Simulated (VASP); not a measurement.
## InP: single point with PBEsol

**The experiment to reproduce.**

A printed reference work, data compilation reports, for a bulk crystal of InP at 1.6 K: band gap 1.4236 eV (direct).

The system is InP.

```
In P
1.0
     0.00000    2.93927    2.93927
     2.93927    0.00000    2.93927
     2.93927    2.93927    0.00000
In P
1 1
Direct
  0.00000 0.00000 0.00000
  0.25000 0.25000 0.25000
```

* Program: VASP 6.6.1
* Task: single point
* Functional: PBEsol
* Potentials or basis: VASP PAW PBE potentials, release 64 (In_d, P)
* Cutoff: 520 eV
* k mesh: 14 × 14 × 14
* Occupations: gaussian, width 0.05 eV
* Spin: no spin polarisation

The pressure is 0.0 GPa. The band gap on the k mesh is 0.57 eV, direct.

Levels at points of the mesh, in eV from the valence-band top:
| k point | band 6 | band 7 | band 8 | band 9 | band 10 | band 11 | band 12 | band 13 |
| --- | --- | --- | --- | --- | --- | --- | --- | --- |
| (0.00, 0.00, 0.00) | -11.49 | 0.00 | 0.00 | 0.00 | 0.57 | 4.02 | 4.02 | 4.02 |
| (0.50, 0.00, 0.00) | -9.77 | -5.75 | -0.97 | -0.97 | 1.38 | 4.74 | 4.74 | 6.93 |
| (0.50, 0.50, 0.00) | -9.11 | -5.78 | -2.32 | -2.32 | 1.65 | 2.17 | 9.04 | 9.47 |

Wall time 57 s on 1 thread of Intel Xeon 6975P-C, with other jobs on the host, peak memory 0.23 GiB.

Against the measured gap of InP, 1.4236 eV (direct; 1.6 K; a printed reference work, data compilation), the calculated 0.57 eV is off by -0.86 eV. Spin-orbit coupling on In is left out. The value is that of PBEsol, without temperature or zero-point motion. Semilocal functionals fall short of measured gaps as a rule.

Caveat: the PAW data sets were made with another functional, which shifts forces and pressure a little; spin-orbit coupling is left out, which moves the levels of the heavy elements.
